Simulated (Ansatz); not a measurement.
# Ag (Fm-3m) under several functionals

**Measured values to compare with.**

“Chemical Reactivity of Supported ZnO Clusters: Undercoordinated Zinc and Oxygen Atoms as Active Sites”, 2020, pmc:7756222 quotes, for a bulk crystal of Ag: lattice constant a 4.0857 Å.

Plane-wave DFT in Ansatz with scalar-relativistic PAW potentials. The same structure was relaxed (cell and atoms, symmetry kept) in separate runs at each level. No spin polarisation.

| level | cutoff (eV) | k mesh | V (Å³/atom) | a (Å) | B0 (GPa) |
| --- | --- | --- | --- | --- | --- |
| LDA | 420 | 18×18×18 | 16.026 | 4.002 | – |
| PBEsol | 420 | 18×18×18 | 16.662 | 4.054 | 120 |
| PBE+D3(BJ) | 420 | 18×18×18 | 16.893 | 4.073 | – |
| r2SCAN | 500 | 18×18×18 | 17.283 | 4.104 | 104 |

Task: Where does PBE (420 eV, k mesh 18×18×18) fall?

Result: V (Å³/atom) 17.832, a (Å) 4.147, B0 (GPa) 92. Its volume is the largest of the set. The usual order of volumes, LDA < PBEsol < PBE, holds here (16.026, 16.662, 17.832 Å³/atom). As a rule LDA overbinds; PBEsol, built on the gradient expansion of slowly varying densities, lies between LDA and PBE; PBE's stronger gradient term for exchange weakens bonds. Adding D3 to PBE changes the volume by -5.3 %; the term is attractive, so it pulls cells in. In metals the pairwise form ignores screening by the conduction electrons and often pulls in too far. r2SCAN lies 3.1 % under PBE in volume. B0 goes from 119.9 to 92.0 GPa as the volume grows by 7.0 %; on one curve with B' = 5.9 the volume alone, B ∝ V^(−B'), would give 80.4 GPa, and the rest of the difference is the functional's own stiffness.

For PBE: Measured lattice constant a of Ag: 4.0857 Å (quoted in “Chemical Reactivity of Supported ZnO Clusters: Undercoordinated Zinc and Oxygen Atoms as Active Sites”, 2020, pmc:7756222). This calculation gives 4.147 Å (+1.5 %). 3 values of this kind are on record in papers (4.085 to 4.086 Å); this one was drawn at random among those near their median. The calculations are for 0 K without zero-point motion.